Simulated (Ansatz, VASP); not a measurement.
One calculation of Mn, two programs

```
Mn
1.0
     1.23524    0.71316    4.05607
    -1.23524    0.71316    4.05607
     0.00000   -1.42633    4.05607
Mn
2
Direct
  0.24999 0.24999 0.24999
  0.75001 0.75001 0.75001
```

Alike in both runs: functional PBE; k mesh 6 × 6 × 6; occupations gaussian, width 0.1 eV; no spin polarisation.

Ansatz relaxed the structure, and its values are those at the end. VASP's run is a single point on that final structure, the one shown.

|  | VASP | Ansatz |
| --- | --- | --- |
| version | VASP 6.6.1 | Ansatz 0.2.0 |
| potentials or method | VASP PAW PBE potentials, release 64 (Mn_pv) | scalar-relativistic, plane waves, PAW |
| plane-wave cutoff (eV) | 520 | 420 |
| valence electrons in the cell | 26 | 30 |

```tsv
	VASP	Ansatz	Ansatz less VASP
gap on the k mesh at the Fermi level (eV)	none	none	-
pressure (GPa)	0.0	0.0	0.00
```

A gap of «none» marks a metal or a gap that the smearing closes. The two sets of potentials don't hold the same shells in valence.

Caveats: the k mesh is coarse (spacing up to 0.50 Å⁻¹), so the values aren't converged; the run has no spin polarisation, though such a crystal can be magnetic. Spin polarisation is off, so any magnetic state and its effect on volume and gap are missing.
